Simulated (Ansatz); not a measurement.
Space group P4_2/mnm (No. 136). a = 4.827 Å, b = 4.827 Å, c = 3.238 Å, α = 90.00°, β = 90.00°, γ = 90.00°
```csv
atom,site,symmetry,x,y,z
Sn,2a,m.mm,0.5000,0.5000,0.5000
O,4f,m.2m,0.3066,0.3066,0.0000
```

Equation of state of this SnO2 structure (not necessarily the ground state), with shape and atoms relaxed at each volume where symmetry leaves them free. The calculation used DFT PBE, scalar-relativistic, plane waves, PAW in Ansatz.

Cutoff 420 eV; k points 6×6×8 on the computed 6-atom cell (Γ-centred); Gaussian smearing, width 0.02 eV; no spin polarisation.

| V (Å³/atom) | E − E(largest V) (meV/atom) | P (GPa) | gap on mesh (eV) |
| --- | --- | --- | --- |
| 11.068 | 71.65 | 29.97 | 2.08 |
| 11.445 | 12.80 | 20.33 | 1.68 |
| 11.823 | -25.30 | 12.27 | 1.31 |
| 12.200 | -46.03 | 5.56 | 0.98 |
| 12.577 | -52.35 | 0.00 | 0.68 |
| 12.954 | -46.84 | -4.56 | 0.42 |
| 13.332 | -31.68 | -8.20 | 0.20 |
| 13.835 | 0.00 | -11.79 | 0.01 |

Question: Fit a third-order Birch–Murnaghan equation to E(V).

Answer: V0 = 12.58 Å³/atom, B0 = 165 GPa, B0' = 5.6.